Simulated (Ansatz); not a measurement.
## Two Ansatz runs on Hg

The cell comes from COD entry 1541226, which wasn't checked; take it as a given geometry. The listed cell was then made from it by scaling, straining or moving an atom.

First run: DFT, PBE, all-electron PAW with datasets made for the crystal, scalar-relativistic (Ansatz 0.2.0).

Command: `ansatz run input.yaml --threads 1 --pin off --max-ram 2048MiB --backend cpu --events-out ev --progress --plain --runs-dir out` The run took about 34 s on 1 thread of a shared machine.

```yaml
crystal:
  lattice:
    - [1.737491577, 1.011791232, 2.234]
    - [-1.7225093336, 0.9858412252, 2.234]
    - [-0.0149822434, -1.9976324571, 2.234]
  atoms:
    - { symbol: Hg, position: [0.0, 0.0, 0.0] }
kpoints:
  mp_grid: { grid: [12, 12, 12] }
scf:
  occupations: { method: fermi_dirac, width: 0.03 }
hamiltonian:
  xc: pbe
  pseudopotentials: { kind: all_electron, datasets: crystal }
output:
  forces: true
  stress: true
  eigenvalues: true
  efg: { contact_densities: true }
```

Result: converged; pressure 6.07 GPa; no gap on the k mesh; 8 SCF iterations.

No spin–orbit coupling, which matters for the heavy atoms here.

A second run of a changed input logged this at its end:

```
Error: YAML parse error: `scf.occupations.method` is required: fixed only where the cell keeps a band gap throughout the run, explicit beside scf.occupations.values (under evaluate: without them), else a smearing such as fermi_dirac (scf.occupations.width is optional; its entry in the input reference gives the default)
```

Question: What was wrong with the input?

Answer: No occupation method, by this change (others could give a like log):
```diff
@@ -9,5 +9,5 @@
   mp_grid: { grid: [12, 12, 12] }
 scf:
-  occupations: { method: fermi_dirac, width: 0.03 }
+  max_iter: 60
 hamiltonian:
   xc: pbe
```
